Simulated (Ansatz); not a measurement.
The calculation used Ansatz, DFT PBE, scalar-relativistic, plane waves, PAW. Settings: cutoff 420 eV, Γ-centred meshes spaced at most about 0.3 Å⁻¹, and about 0.25 Å⁻¹ or finer for metals (2π included), Gaussian smearing. No spin polarisation in the final relaxations.

Temperature and zero-point effects are left out.

Compare these two cells of SnO, each relaxed at this level.

A.

```cif
data_structure
_symmetry_space_group_name_H-M 'Pm-3m'
_symmetry_Int_Tables_number 221
_cell_length_a 3.1314
_cell_length_b 3.1314
_cell_length_c 3.1314
_cell_angle_alpha 90.000
_cell_angle_beta 90.000
_cell_angle_gamma 90.000
_cell_volume 30.71
loop_
_atom_site_label
_atom_site_type_symbol
_atom_site_symmetry_multiplicity
_atom_site_Wyckoff_symbol
_atom_site_fract_x
_atom_site_fract_y
_atom_site_fract_z
_atom_site_occupancy
Sn1 Sn 1 b 0.50000 0.50000 0.50000 1
O1 O 1 a 0.00000 0.00000 0.00000 1
```

B.

```cif
data_structure
_symmetry_space_group_name_H-M 'F-43m'
_symmetry_Int_Tables_number 216
_cell_length_a 5.4786
_cell_length_b 5.4786
_cell_length_c 5.4786
_cell_angle_alpha 90.000
_cell_angle_beta 90.000
_cell_angle_gamma 90.000
_cell_volume 164.44
loop_
_atom_site_label
_atom_site_type_symbol
_atom_site_symmetry_multiplicity
_atom_site_Wyckoff_symbol
_atom_site_fract_x
_atom_site_fract_y
_atom_site_fract_z
_atom_site_occupancy
Sn1 Sn 4 c 0.25000 0.25000 0.25000 1
O1 O 4 a 0.00000 0.00000 0.00000 1
```

Question: Which is lower in energy, and by how much?

Answer: B is lower, by 0.31 eV/atom. A has the caesium chloride type, space group Pm-3m (No. 221), 15.4 Å³/atom and no gap on its mesh; B has the zinc blende type, space group F-43m (No. 216), 20.6 Å³/atom and no gap. Counting O atoms around Sn (those within 1.25 times the shortest such distance or 1.15 times the sum of covalent radii; the shortest distance is added where it is long for a bond), A has Sn 8 from 2.7 Å and B has Sn 4. The lower one is the more open, so pressure narrows the difference. In A, Sn has 8 O at 2.71 Å and 6 Sn at 3.13 Å; O has 8 Sn at 2.71 Å and 6 O at 3.13 Å. In B, Sn is surrounded by 4 O at 2.37 Å; O has 4 Sn at 2.37 Å. Both come from invented guesses. The part of the Crystallography Open Database at hand lists SnO in space groups No. 36, 129; no cell shown has one of them.

The zero gap of Pm-3m, F-43m may come from the functional, which often closes small gaps. Cells relaxed within their symmetry can be saddle points.
